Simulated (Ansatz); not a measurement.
An input for Ansatz 0.2.0 (PbSe (Clausthalite)):

```yaml
crystal:
  lattice:
    - [0.0, 3.06065, 3.06065]
    - [3.06065, 0.0, 3.06065]
    - [3.06065, 3.06065, 0.0]
  atoms:
    - { symbol: Pb, position: [0.0, 0.0, 0.0] }
    - { symbol: Se, position: [0.5, 0.5, 0.5] }
kpoints:
  mp_grid: { grid: [4, 4, 4] }
hamiltonian:
  xc: pbe
  pseudopotentials: { kind: all_electron }
scf:
  occupations: { method: fixed }
gw:
  n_empty_bands: 239
  ecut_chi: 150.0
  qp_bands: [v6, c3]
  qp_kpoints: [[0, 0, 0]]
  screening: { model: contour_deformation }
```

```sh
ansatz run input.yaml --threads 2 --pin off --max-ram 73728MiB --backend cuda --events-out ev --progress --plain --runs-dir out --devices 1 --max-vram 13GiB
```

Q: Estimate wall time and host memory on 1 × NVIDIA H100 80GB HBM3 (shared by 6 runs) with 2 threads of AMD EPYC 7R13 (Zen 3), shared host.

It took 54 s; on shared hardware allow 27 s to 1.8 min. Peak host memory was 3.3 GiB. The sizes that set the cost: 28571 plane waves a state, 8 irreducible k points, 297 bands summed, 259 plane waves in the screening and 8 SCF cycles.

The screening grows as filled bands × empty bands × pairs of k points, times the square of the screening basis for the matrix.

[Paths, hosts, dates, memory and timing lines, banners, echoed tables and standing remarks are left out of the program output.]

[Logs are printed without paths, hosts, clocks, repeated set-up lines and the standing remarks that a program may print on its own settings, such as how far it seeks lower states.]

[Runs of the session that timed out or met a known fault of the program may be left out.]

[Cells called generated may have been cut or substituted from an entry of the Crystallography Open Database or the Materials Project.]

[Hosts, paths, dates, database ids (printed as entryN), source tags and the programs' standing remarks are cut or masked in the printed files.]
